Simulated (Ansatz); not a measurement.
## From three elastic constants to directional properties of WS3

Level of theory: Ansatz 0.2.0, DFT PBEsol, scalar-relativistic, plane waves, PAW. Cutoff 420 eV, 10×10×10 k-points (Γ-centred), Fermi-Dirac smearing of 0.15 eV. No spin polarisation.

Relaxed structure:
```
W S
1.0
     4.64017    0.00000    0.00000
     0.00000    4.64017    0.00000
     0.00000    0.00000    4.64017
W S
1 3
Direct
  0.00000 0.00000 0.00000
  0.00000 0.00000 0.50000
  0.00000 0.50000 0.00000
  0.50000 0.00000 0.00000
```

The cell was built by swapping an element in a database structure (itself possibly hypothetical) and relaxing; it need not be the stable form of this composition. In a metal, frequencies and elastic constants depend on the k mesh and the smearing, soft modes and shear constants most. Spin–orbit coupling is left out, which matters for heavy elements. A semilocal functional can close a gap that the real compound has.

With ions relaxed, on the cubic axes: C11 = 236.1, C12 = 35.3, C44 = 21.7 GPa. The density is 4.654 g/cm³.

Problem. Is the crystal stable against strain, and how anisotropic is it?

Solution. Born's conditions hold: C11 + 2C12 = 306.7, C11 − C12 = 200.8 and C44 = 21.7 GPa are all positive. B = (C11 + 2C12)/3 = 102.2 GPa. The two shear moduli are C44 and C′ = (C11 − C12)/2 = 100.4 GPa, so Zener's ratio is A = C44/C′ = 0.22: the shear C44 is the soft one, as in NaCl, KCl, the halide perovskites and the bcc metals V, Nb, Cr and Mo. The Cauchy pressure C12 − C44 is 13.6 GPa; it would vanish for pair forces between atoms on inversion centres at zero pressure, and a positive value is usual with metallic or many-body binding.

Problem. Give the sound speeds along the three symmetry directions.

Solution. The Christoffel equation gives ρv² for each branch:
```
direction branch                    ρv²    GPa v (m/s)
    [100]              L                    C11  236.1     7123
    [100]         T (×2) C44   21.7     2160
    [110]              L   (C11 + C12 + 2C44)/2  157.4     5816
    [110]   T, u ∥ [001]                    C44   21.7     2160
    [110]  T, u ∥ [1-10]          (C11 − C12)/2  100.4     4645
    [111]              L  (C11 + 2C12 + 4C44)/3  131.2     5309
    [111]         T (×2) (C11 − C12 + C44)/3   74.2     3992
```

Problem. How does Young's modulus depend on direction?

Solution. Inverting gives S11 = 4.407, S12 = -0.573, S44 = 46.041 TPa⁻¹. Along a unit vector (l, m, n), 1/E = S11 − 2(S11 − S12 − S44/2)(l²m² + m²n² + n²l²), where the last bracket is 0, 1/4 and 1/3 for [100], [110] and [111]: E = 227, 74 and 61 GPa. With A < 1 the cube edge is stiffest. For a film on (001), the biaxial modulus is C11 + C12 − 2C12²/C11 = 261 GPa and the normal strain is −2C12/C11 = -0.30 times the in-plane one.

Cost: 2 runs of about 8.4 core-minutes in all, on Intel Xeon Processor @ 2.50GHz (Skylake/Cascade Lake) (shared hosts).

The stiffness follows the straight W–S–W links of this ReO3-type framework. Strain along a cube edge directly stretches or compresses strong, polar-covalent W–S bonds, so C11 is large. The C44 shear leaves bond lengths unchanged to first order and mainly changes the S–W–S angles within the octahedra, while the W–S–W links stay straight because each S sits on an inversion centre; there is no cation in the large cavity to resist it. The same geometry explains the small C12, since nearest-neighbour central forces alone couple perpendicular chains only weakly. It also explains why the [110] shear wave polarised along [1-10] is fast: C′ lengthens one set of chains and shortens another. The softness therefore probably reflects framework topology rather than weak W–S bonding, and the resemblance to NaCl or the soft bcc metals need not imply a shared electronic origin. The positive Cauchy pressure shows that central pair forces are insufficient, but does not by itself establish metallic bonding. Born stability covers only uniform strain, leaving open cooperative octahedral rotations and off-centre W displacements, both common instabilities in related frameworks.
